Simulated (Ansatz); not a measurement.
The system is Pb.

```
Pb
1.0
    -1.97966    1.97966    1.97966
     1.97966   -1.97966    1.97966
     1.97966    1.97966   -1.97966
Pb
1
Cartesian
  0.0000 0.0000 0.0000
```

This isn't the form of Pb at room conditions, which is fcc.

A run of Ansatz 0.2.0 on this cell left the log below. Logs are shortened: lines on timing, memory, paths and dates and some standing lists are left out, and cuts for length are marked.

```text
Warning: output.stress: scf.convergence.dr2_threshold = 1e-7 eV (the SCF's general default) is looser than the 1e-10 eV advised for a printed stress (1e-10 eV for each atom of the cell: 1). What an SCF threshold leaves in a stress goes as its square root, and in the free energy as the threshold itself, and one threshold admits the most on a small cell: of the crystals measured, under no hybrid functional and no lock of the moments, on runs that ended without the residual-converged pass, on stresses that held no estimate of that error, the worst erred by over 100 MPa in a component at 1e-7 eV an atom and by under 5 at 1e-10. Set scf.convergence.dr2_threshold to 1e-10 eV or tighter. The threshold is an SCF's pass mark: one that does not reach it within its budget of iterations ends unconverged, or closes short of it on a stop that the run arms, and scf.convergence.dr2_threshold's page says what that costs each kind of run
Warning: output.stress: scf.exx.energy_threshold = 1e-6 eV is looser than the 1e-8 eV advised for a stress under a hybrid functional (1e-8 eV for each atom of the cell: 1). Every SCF of the exchange loop can meet its threshold on dr2 while the loop round them stops early: no threshold on dr2 bounds what that leaves in the stress. Set scf.exx.energy_threshold to 1e-8 eV or tighter. The threshold is the loop's pass mark: a loop that does not reach it within its budget of cycles ends unconverged, and scf.exx.energy_threshold's page has the law
GPUs: using 1 of 1 available (devices: 1).
Engine: ansatz 0.2.0, x86_64-unknown-linux-gnu
Pseudopotentials: kind: paw
Pseudopotential: Pb, paw, valence charge 14, recommended cutoff 500 eV (meta_gga), Pb.paw.azcp
Functional definition: r2SCAN0
  parameter a = 0.25
  parameter k0 = 0.174
  parameter k1 = 0.065
  parameter a1 = 4.9479
  exchange = (1 - a)*r2scan_x(k0 = k0, k1 = k1, a1 = a1) + a*exact_x
  correlation = r2scan_c
device memory: the entry about to start is reckoned to put 0.6 GiB on a device that reports 59.8 GiB free (of which the cap on the GPU budget leaves the run 18.0 GiB)
GPU FFT provider: cuFFT
GPU libraries: cuBLAS 13.8.2, cuFFT 12.4.0, cuSOLVER 12.3.4
Crystal: 1 atoms, lattice volume = 31.034 Å³
Basis set: ecut = 500 eV, 791 PW (Γ), exchange–correlation on 108×108×108 points (64 copies of the dense FFT grid, shifted against one another)
Bands: 11, of which v1, the nominal top of the filled ones, is band 7 counted from 1 (6 counted from 0)
Symmetry: 48 space group operations
Space group: Im-3m (ITA 229), of the structure as read, at distance tolerance 3.1e-5 Å
k-points: 10 of 125
Non-local potential: Pb, projectors of the file, l = 0: 2, l = 1: 2, l = 2: 2, l = 3: 2
PAW form: soft (Blöchl's): semilocal exchange-correlation on the pseudo side does not see the compensation charge
PAW frozen core: Pb, regenerated for the run's functional, and the local potential with it (the file was generated under x = pbe(κ = 0.804, μ = 0.2195149727645171), c = pbe(β = 0.06672455060314922))
PAW one-centre angular grid: Pb, 590 points (default); XC on 160 Gauss nodes
Initial density: superposition of atomic densities (neutral atoms: chi_scale 0, normalization atom), corrected by the library's trained network
Initial wavefunctions: pseudopotential atomic-orbital guess
[... 48 lines left out ...]
hybrid outer 2: dexx = +2.818e-7 eV, tail = 8.02e-9 eV, Δε = 1.92e-3 eV (about 7.88e-5 eV left of the loop's levels)
hybrid SCF converged: 2 outer / 10 inner (+7 warm-up), last move |dexx| = 2.82e-7 eV, tail = 8.02e-9 eV
Stability not checked: this state was not tested for a lower state beside it, because the functional holds exact exchange (a hybrid, or Hartree-Fock), whose exchange loop this test does not read (fock_operator; see scf.lower_state_search)
Free energy (F): -11918.164600 eV
Frozen-core exchange: fock
Harris-Foulkes:  -11918.164600 eV  (|F-HF|=6.37e-11)
Internal energy: -11918.161846 eV  (E = F + TS)
E sigma→0 (E₀):  -11918.163223 eV
Entropy (-TS):   -0.002754 eV (-2.754 meV/atom)
Fermi energy:    10.416790 eV
--- Per-component energies (eV) ---
  E_band       = -74.976839
  E_kinetic    = 288.638923
  E_local      = -1032.570346  (includes V_loc(G=0)·N_el)
  E_nonlocal   = 349.632807
  E_hartree    = 412.043734
  E_xc         = -161.019346
  E_vxc        = -111.617051  (∫ρ·V_xc dr)
  E_exx        = -36.969614  (= α·E_x^exact, valence–valence)
  E_paw        = -10441.784826  (= ΣΔE_a)
  E_vpaw       = -326.997355  (= ΣTr[D̂ρ^β])
  E_aug_tail   = 0.000019  (compensation charges beyond the density's cutoff)
  E_vtau       = 7.788100  (kinetic-family band-sum trace: ∫τ·v_τ [+ j·A + Jᵃ·Aᵃ] dr)
  E_ewald      = -1297.081552
  E_core_change = 0.948355  (= ΣΔE_core)
  E_smearing   = -0.002754  (= −TS)
  E_closure    = 0.000000  (closes the sum)
  Σ components = -11918.164600   (vs F -11918.164600, Δ=-1.82e-12)
--- Forces (eV/Å), atoms counted from 1 ---
  atom   1  Pb     0.00000000    -0.00000000     0.00000000
  max |Σ_I F_I| component: 6.57e-30 eV/Å
--- Stress (GPa, compression-positive) ---
        1.031350       0.000000      -0.000000
       -0.000000       1.031350       0.000000
       -0.000000      -0.000000       1.031350
  P = ⅓ Tr σ = 1.0313 GPa (10.313 kbar)
--- Band table (eV; the first three rows and the last of 10) ---
  k-point 0: bands = ["-9.3943", "-9.3943", "-9.3943", "-9.1443", "-9.1443", "-3.2240", "19.3216", "19.3216", "19.3216", "23.1827", "23.1827"]
  k-point 1: bands = ["-9.4250", "-9.3658", "-9.2582", "-9.1728", "-9.1496", "-2.3007", "13.7503", "17.1604", "18.3213", "20.7878", "21.7851"]
  k-point 2: bands = ["-9.4745", "-9.3847", "-9.1677", "-9.1569", "-9.0281", "0.2664", "6.9570", "15.0293", "16.9881", "19.4902", "20.7908"]
  k-point 9: bands = ["-9.4188", "-9.3925", "-9.0767", "-9.0767", "-9.0618", "3.1667", "9.6030", "10.2969", "10.2969", "16.3846", "18.4143"]
```

Task: What input gives this log?

Result: Single point with r2SCAN0, no spin polarisation. The files as run (others can give the same):

input
```
crystal:
  lattice:
    - [-1.9796595667, 1.9796595667, 1.9796595667]
    - [1.9796595667, -1.9796595667, 1.9796595667]
    - [1.9796595667, 1.9796595667, -1.9796595667]
  atoms:
    - { symbol: Pb, position: [0.0, 0.0, 0.0] }
hamiltonian:
  xc: r2scan0
  pseudopotentials: { kind: paw }
kpoints:
  mp_grid: { grid: [5, 5, 5] }
scf:
  occupations: { method: fermi_dirac, width: 0.05 }
output:
  forces: true
  stress: true
  eigenvalues: true
```

Caveat: the k mesh is coarse (spacing up to 0.45 Å⁻¹), so the values aren't converged, least of all with exact exchange; the PAW data sets come from PBE, with cores solved anew for the run's functional, which leaves a small shift of forces and pressure; the thresholds are loose for stress.
